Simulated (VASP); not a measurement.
A run of VASP 6.6.1 is set up as follows.

INCAR

```
PREC = Normal
ENCUT = 520
EDIFF = 1E-4
ISMEAR = 0
SIGMA = 0.15
LREAL = False
LASPH = True
NELM = 60
ALGO = Fast
ISIF = 3
LWAVE = False
LCHARG = False
GGA = PE
IBRION = 2
NSW = 24
EDIFFG = -0.08
```

File KPOINTS:

```
Automatic mesh
0
Gamma
  5 5 5
```

The input POSCAR:

```
TiC3
1.0
   -2.7023119900      2.7023119900      3.0811407800
    2.7023119900     -2.7023119900      3.0811407800
    2.7023119900      2.7023119900     -3.0811407800
Ti C
2 6
Direct
    0.7500000000      0.7500000000      0.0000000000
    0.2500000000      0.2500000000      0.0000000000
    0.0000000000      0.5000000000      0.5000000000
    0.8240000000      0.6760000000      0.5000000000
    0.1760000000      0.3240000000      0.5000000000
    0.5000000000      0.0000000000      0.5000000000
    0.3240000000      0.8240000000      0.1480000000
    0.6760000000      0.1760000000      0.8520000000
```

Potentials or basis: VASP PAW PBE potentials, release 64 (Ti_sv, C).

The run is started by

```bash
$ cat potpaw_PBE.64/Ti_sv/POTCAR potpaw_PBE.64/C/POTCAR > POTCAR
$ mpirun -np 1 vasp_std > vasp.out
```

(1) What does it give for the space group after relaxing (to 0.05 Å)?

(2) Estimate the relaxed cell.

## Answers

(1) I4/mcm (No. 140).

(2) a = 4.616 Å, b = 4.616 Å, c = 4.616 Å, α = 110.64°, β = 110.64°, γ = 107.16°.
